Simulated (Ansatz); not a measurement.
**Ge: relaxed-ion elastic tensor**

Method: DFT PBE, scalar-relativistic, plane waves, PAW in Ansatz. Cutoff 420 eV, 12×12×2 k-points (Γ-centred), Fermi-Dirac smearing of 0.15 eV. No spin polarisation.

The cell, relaxed at this level:
```
Ge
1.0
     4.06338    0.00000    0.00000
    -2.03169    3.51899    0.00000
     0.00000    0.00000   20.04078
Ge
12
Direct
  0.00000 0.00000 0.60443
  0.00000 0.00000 0.27035
  0.66667 0.33333 0.43750
  0.66667 0.33333 0.77143
  0.66667 0.33333 0.10448
  0.33333 0.66667 0.93731
  0.00000 0.00000 0.39557
  0.00000 0.00000 0.72965
  0.66667 0.33333 0.22857
  0.66667 0.33333 0.56250
  0.66667 0.33333 0.89552
  0.33333 0.66667 0.06269
```

The cell was found from a structure generator's guess, not taken from experiment. In a metal, frequencies and elastic constants depend on the k mesh and the smearing, soft modes and shear constants most. This form isn't the element's ground state: it lies 9 meV/atom above the standard structure at this level.

Task: Give the relaxed-ion elastic constants (GPa, Voigt order xx yy zz yz xz xy, on the Cartesian axes of the cell above).

Result:
C11 = 121.1, C12 = 32.8, C13 = 21.6, C22 = 121.1, C23 = 21.6, C33 = 136.1, C44 = 36.6, C55 = 36.6, C66 = 44.2 GPa; the others vanish.

Task: Is the crystal stable against homogeneous strain?

Result: Yes: the least eigenvalue of the tensor is 36.6 GPa.

Task: And the moduli of a polycrystal (Hill averages)?

Result: B = 59 GPa, G = 43 GPa, E = 104 GPa, ν = 0.21.
